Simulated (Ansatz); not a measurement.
This cell of BeO (wurtzite) is off equilibrium:

```
CELL_PARAMETERS angstrom
      5.42363     0.00000     0.00000
     -1.35591     2.34850     0.00000
      0.00000     0.00000     4.40456
ATOMIC_POSITIONS crystal
  Be 0.33094 0.33094 0.99622
  Be 0.83573 0.33573 0.00676
  Be 0.16427 0.66427 0.50676
  Be 0.66906 0.66906 0.49622
  O  0.33350 0.33350 0.61614
  O  0.83317 0.33317 0.63127
  O  0.16683 0.66683 0.13127
  O  0.66650 0.66650 0.11614
```

These are PBE (plane waves to 420 eV, PAW, scalar-relativistic; Ansatz, a first-principles code) values and carry that method's errors. k mesh 7×14×8 (Γ-centred), Fermi-Dirac smearing 0.05 eV. Compression counts positive. BeO was relaxed with its symmetry unable to fall.

Predict the force on every atom, in eV/Å.


```
atom      Fx      Fy      Fz
----  ------  ------  ------
Be1    0.115   0.066   0.268
Be2   -0.107  -0.062  -0.257
Be3    0.107   0.062  -0.257
Be4   -0.115  -0.066   0.268
O5    -0.005  -0.003   0.666
O6     0.023   0.013  -0.677
O7    -0.023  -0.013  -0.677
O8     0.005   0.003   0.666
```

(A displaced cell: forces are minus the slopes of the energy, force constants its curvatures, and phonons follow from these.)
